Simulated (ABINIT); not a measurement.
PbS (Galena): equation of state with LDA-VWN

PbS (Galena):

```
CELL_PARAMETERS angstrom
0.00000 2.96575 2.96575
2.96575 0.00000 2.96575
2.96575 2.96575 0.00000
ATOMIC_POSITIONS crystal
Pb 0.00000 0.00000 0.00000
S 0.50000 0.50000 0.50000
```

* Program: ABINIT 10.8.3 (patched build)
* Task: equation of state
* Functional: LDA-VWN
* Potentials or basis: JTH PAW LDA v2.0
* Cutoff: 544 eV
* k mesh: 8 × 8 × 8
* Occupations: fermi-dirac, width 0.05 eV
* Spin: no spin polarisation

```yaml
Equilibrium_volume: 24.95 Å³/atom
Bulk_modulus: 63 GPa
Pressure_derivative_of_the_bulk_modulus: 4.0
```

Energy against volume, from the lowest point:
```tsv
volume (Å³/atom)	energy (meV/atom)
24.521	1.41
25.042	0.00
25.564	2.72
26.086	9.34
26.607	19.47
27.129	32.59
27.651	48.60
```

It took 110 s on 1 thread of Arm Neoverse V2, with other jobs on the host, peak memory 0.14 GiB.

Caveat: the cutoff is too short for stress, so the log's stress isn't used; pressures at fixed basis lie under the slope of the energies. Zero-point motion and thermal expansion aren't in these numbers.
